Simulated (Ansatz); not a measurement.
**RbBr: a single-point run**

The task is a single-point run on RbBr. The structure is shown as the input types it. The cell is built on a prototype (wurtzite) and needn't be the phase found in nature.

Computed with Ansatz 0.2.0 (density functional or hybrid calculation with the settings of its input, plane waves (as first typed), unless a step's input says otherwise).

## 1. Starting point

It takes space group P6_3/mmc (No. 194, hexagonal). The conventional cell has a = 5.890 Å, b = 5.890 Å, c = 6.870 Å, α = 90.00°, β = 90.00°, γ = 120.00°. Rb (site symmetry -6m2) is surrounded by 5 Br at 3.40 to 3.44 Å. Br (site symmetry -6m2) is surrounded by 5 Rb at 3.40 to 3.44 Å.

As a file:

```cif
data_structure
_symmetry_space_group_name_H-M 'P 1'
_symmetry_Int_Tables_number 1
_cell_length_a 5.8901
_cell_length_b 5.8901
_cell_length_c 6.8703
_cell_angle_alpha 90.000
_cell_angle_beta 90.000
_cell_angle_gamma 120.000
_cell_volume 206.42
loop_
_atom_site_label
_atom_site_type_symbol
_atom_site_fract_x
_atom_site_fract_y
_atom_site_fract_z
_atom_site_occupancy
Rb1 Rb 0.33333 0.66667 0.93750 1
Rb2 Rb 0.66667 0.33333 0.43750 1
Br1 Br 0.33333 0.66667 0.43750 1
Br2 Br 0.66667 0.33333 0.93750 1
```

## 2. The run

Contents of input.yaml:

```yaml
crystal:
  lattice:
    - [5.8901391669, 0.0, 0.0]
    - [-2.9450695835, 5.1010101504, 0.0]
    - [0.0, 0.0, 6.8703324972]
  atoms:
    - { symbol: Rb, position: [0.3333333333, 0.6666666667, -0.0625] }
    - { symbol: Rb, position: [0.6666666667, 0.3333333333, 0.4375] }
    - { symbol: Br, position: [0.3333333333, 0.6666666667, 0.4375] }
    - { symbol: Br, position: [0.6666666667, 0.3333333333, 0.9375] }
kpoints:
  mp_grid: { grid: [3, 3, 2] }
hamiltonian:
  xc: hse06
scf:
  occupations: { method: fixed }
  n_extra_bands: 5
  exx: { max_outer_iter: 2 }
output:
  forces: true
  stress: true
  eigenvalues: true
```

The run is started by

```
> ansatz run input.yaml --threads 4 --pin off --max-ram 3686MiB --backend cpu --events-out ev --progress --plain --runs-dir out
```

What happens when this is run?

The program finished normally, with warnings (stress exchange threshold loose, stress scf threshold loose). Its log warns: «output.stress: scf.convergence.dr2_threshold = 1e-7 eV (the SCF's general default) is looser than the 4e-10 eV advised for a printed stress (1e-10 eV for each atom of the ...»

In the input, scf.exx.max_outer_iter is 2. The risk: too low a cap on iterations. The run converged, but that does not make its result sound.

The test: delete scf.exx.max_outer_iter (the default then holds).
